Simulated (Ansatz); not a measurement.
The system is HfN.

```xyz
2
Lattice="0.0000 2.2560 2.2560 2.2560 0.0000 2.2560 2.2560 2.2560 0.0000" Properties=species:S:1:pos:R:3 pbc="T T T"
Hf    0.0000    0.0000    0.0000
N     2.2560    2.2560    2.2560
```

```yaml
Program: Ansatz 0.2.0
Task: relaxation of cell and atoms
Functional: BLYP
Dispersion: D4
Potentials_or_basis: all-electron LAPW, scalar-relativistic
Basis_error_allowed: 0.001 eV/atom
k_mesh: 10 × 10 × 10
Occupations: fermi-dirac, width 0.05 eV
Spin: no spin polarisation
```

At the start: volume 11.48 Å³/atom.

Problem. How do energy, volume and symmetry change on relaxing?

Solution. Over 5 steps the energy falls by 4.7 meV/atom and the volume is 11.74 Å³/atom (+2.2 %); space group Fm-3m (No. 225, to 0.05 Å).

The path:
```tsv
step	energy change (eV)	largest force (eV/Å)	volume (Å³)
1	0.0000	0.0000	22.96
2	-0.0076	0.0000	23.72
3	-0.0095	0.0000	23.49
4	-0.0095	0.0000	23.48
5	-0.0095	0.0000	23.48
```

Final structure:
```
Hf N
1.0
     0.00000    2.27272    2.27272
     2.27272    0.00000    2.27272
     2.27272    2.27272    0.00000
Hf N
1 1
Direct
  0.00000 0.00000 0.00000
  0.50000 0.50000 0.50000
```
